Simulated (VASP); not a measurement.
# Valley splitting of the conduction band in Si (Fd-3m) under biaxial (001) strain, HSE06 on LDA cells

Choosing tension or compression for a silicon channel grown on (001) decides which conduction valleys hold the electrons, and so with which mass they move in the plane. The [001] valleys offer the light transverse mass for every direction in that plane; the [100] and [010] valleys offer it for only one of the two in-plane axes.

The problem is to find the sign and size of the splitting between these valleys for in-plane strains from −2 % to +2 %. The splitting is the [100] valley energy less the [001] valley energy, so a positive value puts [001] lowest. Each valley energy is itself counted from the valence-band top at the zone centre.

## How the numbers were made

The start is a typed prototype cell. The crystal was relaxed with LDA. Equal strain is imposed in the (001) plane; the strain along the normal is adjusted until the normal stress vanishes, and the atoms are relaxed with LDA. VASP 6.6.1, plane waves with PAW, cutoff 450 eV, no spin polarisation. Band edges are single points at HSE06 (no spin-orbit coupling) on these cells, k mesh 5×5×5, read on short lines of k points at the zone centre and through the valleys; energies are counted from the valence-band top at the zone centre.  All levels use the PAW data sets made with LDA.

Notes on method and selection:

- A valley's energy from the valence-band top holds the shift of that top as well as the shift of the valley.
- Runs that did not converge, have known faults or may not be shown are not listed, and runs on Ansatz's PAW sets soft_1 and soft_2 are kept to separate tables.

Columns:

- strain (%): strain in the plane (tension positive).
- splitting (eV): valley along [100] less valley along [001].
- Δ [001] (eV): minimum of the conduction band along Γ–X in the [001] direction.
- Δ [100] (eV): minimum of the conduction band along Γ–X in the [100] direction.
- L [111] (eV): conduction level at L along [111].
- Γ level (eV): lowest conduction level at Γ.

Input lines of one member:

```
PREC = Accurate
ENCUT = 450
EDIFF = 1E-06
NELM = 100
ISMEAR = 0
SIGMA = 0.02
LREAL = .FALSE.
ALGO = Normal
LHFCALC = .TRUE.
AEXX = 0.25
GGA = PE
HFSCREEN = 0.2
LASPH = .TRUE.
NBANDS = 9
PRECFOCK = Fast
```

Command (options for logging and memory left out): `mpirun -np 4 vasp_std`

## Data

| member | strain (%) | splitting (eV) | Δ [001] (eV) | Δ [100] (eV) | L [111] (eV) | Γ level (eV) |
| --- | --- | --- | --- | --- | --- | --- |
| −2 % | −2.0 | −0.340 | 1.232 | 0.892 | 2.266 | 3.245 |
| −1 % | −1.0 | −0.170 | 1.190 | 1.021 | 2.316 | 3.304 |
| −0.5 % | −0.5 | −0.085 | 1.169 | 1.084 | 2.328 | 3.334 |
| 0 % | 0.0 | 0.000 | 1.146 | 1.146 | 2.330 | 3.364 |
| +0.5 % | 0.5 | 0.084 | 1.056 | 1.141 | 2.259 | 3.295 |
| +1 % | 1.0 | 0.169 | 0.968 | 1.137 | 2.183 | 3.228 |
| +2 % | 2.0 | 0.338 | 0.792 | 1.131 | 2.019 | 3.097 |

Least-squares fits to the whole series, with x = strain (%); R² and errors in the fitted variable (y, or ln y where the fit is in ln y):

| y | members | fit | R² | rms residual | leave-one-out rms | the same for the mean of the others |
| --- | --- | --- | --- | --- | --- | --- |
| splitting (eV) | 7 | y = −5.7143×10⁻⁴ + 0.16948 x | 1.00 | 3.5×10⁻⁴ | 5.7×10⁻⁴ | 0.24 |
| Δ [001] (eV) | 7 | y = 1.079 − 0.1103 x | 0.89 | 0.047 | 0.084 | 0.17 |

## Why the values move as they do

Tension makes the two valleys along ±[001] the lowest, and compression the four along ±[100] and ±[010]. The splitting is 0.338 eV at +2 % and −0.340 eV at −2 %. The L and Γ levels do not compete: in every row they lie above the higher of the two Δ energies, and the smallest distance, from Δ [100] to L at +2 %, is 2.019 − 1.131 = 0.888 eV.

A linear model follows from three assumptions.

1. A valley along axis $i$ shifts by $\Xi_d(\varepsilon_{xx}+\varepsilon_{yy}+\varepsilon_{zz})+\Xi_u\varepsilon_{ii}$. The first term is proportional to the change of volume and is the same for all six valleys. The second depends on the stretch along the valley's own axis.
2. The in-plane strain is $\varepsilon_{xx}=\varepsilon_{yy}=\varepsilon$, and the free normal responds with $\varepsilon_{zz}=-r\varepsilon$, where $r$ is positive.
3. The valence-band top, from which the energies are counted, shifts by $v\varepsilon$.

With $E_0$ the common valley energy at zero strain, substitution gives

$E_{001}=E_0+[(2-r)\Xi_d-r\,\Xi_u-v]\,\varepsilon=E_0+p\,\varepsilon$

$E_{100}=E_0+[(2-r)\Xi_d+\Xi_u-v]\,\varepsilon$

Subtracting the first from the second removes both the volume term and the valence-band top:

$E_{100}-E_{001}=(1+r)\,\Xi_u\,\varepsilon=s\,\varepsilon$

Three parameters remain: $E_0$, $p$ and $s$. The computed splitting has the sign of the strain, so $\Xi_u$ is positive: a valley rises when the crystal is stretched along its axis and falls when it is shortened. Tension in the plane does both at once, raising [100] and [010] through the stretch and lowering [001] through the contraction of the normal. The atoms keep their ideal fractional positions, so no internal displacement adds to $s$.

## The model against the table

The parameters are fixed on the members 0 % and +1 %, with $\varepsilon$ in %:

- $E_0$ = 1.146 eV
- $p$ = 0.968 − 1.146 = −0.178 eV per %
- $s$ = 1.137 − 0.968 = 0.169 eV per %

**+0.5 %**

- [001]: 1.146 − 0.178 × 0.5 = 1.057 eV; table 1.056 eV
- splitting: 0.169 × 0.5 = 0.085 eV; table 0.084 eV

**+2 %**

- [001]: 1.146 − 0.178 × 2 = 0.790 eV; table 0.792 eV
- splitting: 0.169 × 2 = 0.338 eV; table 0.338 eV
- [100]: 0.790 + 0.338 = 1.128 eV; table 1.131 eV

**−1 %**

- [001]: 1.146 + 0.178 × 1 = 1.324 eV; table 1.190 eV
- splitting: 0.169 × (−1) = −0.169 eV; table −0.170 eV
- [100]: 1.324 − 0.169 = 1.155 eV; table 1.021 eV

**−2 %**

- [001]: 1.146 + 0.178 × 2 = 1.502 eV; table 1.232 eV
- splitting: 0.169 × (−2) = −0.338 eV; table −0.340 eV
- [100]: 1.502 − 0.338 = 1.164 eV; table 0.892 eV

Parameters taken from the tension side thus give the splitting under compression to 0.002 eV, while both valley energies there come out too high.

The slope also yields a rough deformation potential. Per unit strain $s$ is 0.169 × 100 = 16.9 eV, and for silicon $r$ is roughly 0.8, so $\Xi_u$ is about 16.9 / 1.8 ≈ 9 eV.

## Where the trend breaks

Largest departures from the fit to the whole series:

| member | splitting (eV) | fit | computed − fit | in rms residuals |
| --- | --- | --- | --- | --- |
| 0 % | 0.000 | −0.001 | +0.001 | 1.7 |
| −2 % | −0.340 | −0.340 | 0.000 | 1.4 |
| +2 % | 0.338 | 0.338 | 0.000 | 1.1 |
| −0.5 % | −0.085 | −0.085 | 0.000 | 0.9 |

The splitting follows the model on both sides of zero, but the separate valley energies follow it only under tension. Under compression the computed [001] energy lies below the model by 0.066 eV at −0.5 %, 1.324 − 1.190 = 0.134 eV at −1 % and 1.502 − 1.232 = 0.270 eV at −2 %. The [100] energy is too low by nearly the same amounts, which points to the common reference and not to the valleys.

The third assumption is the one that fails. Strain splits the threefold valence-band top. Under tension the highest level is a single one, and $p$ was fixed with that level as zero. Under compression a degenerate pair lies above it, so the zero of energy moves up and every valley energy comes out smaller. The size of the miss is close to the splitting of the valence levels.

This kink at zero strain is also why one straight line through all seven [001] energies fits poorly, with an rms residual of 0.047 eV. The slope is (0.792 − 1.146) / 2 = −0.177 eV per % under tension but (1.146 − 1.232) / 2 = −0.043 eV per % under compression.

## Conclusions

From −2 % to +2 %, a single coefficient of 0.169 eV per % gives the splitting and, by its sign, the lowest valley. At 1 % the splitting is already more than six times the thermal energy at room temperature (roughly 0.025 eV), so most electrons then sit in the lower set. Under tension that is the [001] pair, with the light transverse mass for every direction in the plane.

No omitted effect is expected to rival the 0.34 eV reached by the splitting. Two familiar ones still exceed the model's error under tension, and both lower the valley energies counted from the valence-band top: spin-orbit coupling, by roughly 0.01 to 0.02 eV at zero strain, and lattice vibrations, by roughly 0.06 eV even at low temperature. Both largely cancel in the difference between valleys.

[Logs are printed without paths, hosts, clocks, repeated set-up lines and the standing remarks that a program may print on its own settings, such as how far it seeks lower states.]
